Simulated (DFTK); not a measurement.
**SnSe2: single point with HSE06**

The system is SnSe2.

```xyz
3
Lattice="3.8110 0.0000 0.0000 -1.9055 3.3004 0.0000 0.0000 0.0000 6.1360" Properties=species:S:1:pos:R:3 pbc="T T T"
Sn    0.0000    0.0000    0.0000
Se    1.9055    1.1001    4.6081
Se    0.0000    2.2003    1.5279
```

```json
{
  "Program": "DFTK 0.8.2",
  "Task": "single point",
  "Functional": "HSE06",
  "Potentials or basis": "cp2k.nc.sr.pbe.v0_1.semicore.gth (PBE, GTH)",
  "Cutoff": "599 eV",
  "k mesh": "2 × 2 × 1",
  "Occupations": "fermi-dirac, width 0.05 eV",
  "Spin": "no spin polarisation",
  "Valence electrons": "Se 6, Sn 4",
  "SCF tolerance on the density": "1e-05",
  "Symmetries used": "no"
}
```

```yaml
Largest_force: 1.462 eV/Å
Band_gap_on_the_k_mesh: 1.99 eV, indirect (least direct gap 2.03 eV)
```

Forces in eV/Å, atoms in the order of the input:
```
Sn   0.000  0.000  0.000
Se   0.000  0.000 -1.462
Se   0.000  0.000  1.462
```

Levels at points of the mesh, in eV from the valence-band top:
| k point | band 4 | band 5 | band 6 | band 7 | band 8 | band 9 | band 10 | band 11 | band 12 | band 13 |
| --- | --- | --- | --- | --- | --- | --- | --- | --- | --- | --- |
| (0.00, 0.00, 0.00) | -0.90 | -0.90 | -0.60 | -0.60 | 0.00 | 2.03 | 4.05 | 5.68 | 5.68 | 9.22 |
| (-0.50, 0.00, 0.00) | -4.90 | -3.22 | -3.07 | -1.37 | -0.46 | 1.99 | 4.88 | 6.45 | 6.53 | 8.56 |
| (0.00, -0.50, 0.00) | -4.90 | -3.22 | -3.07 | -1.37 | -0.46 | 1.99 | 4.88 | 6.45 | 6.53 | 8.56 |
| (-0.50, -0.50, 0.00) | -4.90 | -3.22 | -3.07 | -1.37 | -0.46 | 1.99 | 4.88 | 6.45 | 6.53 | 8.56 |

Run time: 2.5 min on 1 thread of Intel(R) Xeon(R) Platinum 8488C (Sapphire Rapids), on a shared host, peak memory 1.6 GiB.

Caveat: the k mesh is coarse (spacing up to 1.02 Å⁻¹), so the values aren't converged, least of all with exact exchange; GTH potentials come without recommended cutoffs, and this one wasn't checked for convergence; this program's HSE differs a little from the usual definition; the potentials were made for another functional, which shifts forces and pressure; spin-orbit coupling is left out, which moves the levels of the heavy elements; an odd mesh through Γ misses points on the zone boundary, where band edges often lie.
